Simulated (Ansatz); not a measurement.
# KCl: the cost of one run

Method: DFT r2SCAN, scalar-relativistic, plane waves, PAW, in Ansatz 0.2.0.

**1. Starting point**

It takes space group Fm-3m (No. 225, cubic). Conventional cell: a = 6.312 Å, b = 6.312 Å, c = 6.312 Å, α = 90.00°, β = 90.00°, γ = 90.00°. Around K (site symmetry m-3m) lie 6 Cl at 3.16 Å. Cl (site symmetry m-3m) has 6 K at 3.16 Å in its first shell of neighbours.

As a file:

```
K Cl
1.0
     0.00000    3.15610    3.15610
     3.15610    0.00000    3.15610
     3.15610    3.15610    0.00000
K Cl
1 1
Direct
  0.00000 0.00000 0.00000
  0.50000 0.50000 0.50000
```

The cell is taken as given, not relaxed at this level.

**2. The reference cell**

The reference gives a free energy of -2630.4728 eV, pressure -0.17 GPa, largest force 0.000 eV/Å and gap on the mesh 5.79 eV. It was computed beforehand with the settings of the runs below.

**3. The scan: biaxial against axial strain**

The cell is strained by p along both x and y and by q along z, with fractional coordinates fixed.

**4. Point p = -0.080, q = -0.080**

input.yaml reads:

```yaml
crystal:
  lattice:
    - [0.0, 2.903612, 2.903612]
    - [2.903612, 0.0, 2.903612]
    - [2.903612, 2.903612, 0.0]
  atoms:
    - { symbol: K, position: [0.0, 0.0, 0.0] }
    - { symbol: Cl, position: [0.5, 0.5, 0.5] }
basis:
  ecutwfc: 500
kpoints:
  mp_grid: { grid: [6, 6, 6] }
hamiltonian:
  xc: r2scan
scf:
  occupations: { method: gaussian, width: 0.05 }
output:
  forces: true
  stress: true
  eigenvalues: true
```

The run is started by

```sh
$ ansatz run input.yaml --threads 1 --pin off --max-ram 2560MiB --backend cpu --events-out ev --progress --plain --runs-dir out
```

Q: Estimate wall time and peak memory on 1 thread of Arm Neoverse V1, shared host.

About 2.4 s, with a peak of 0.38 GiB.
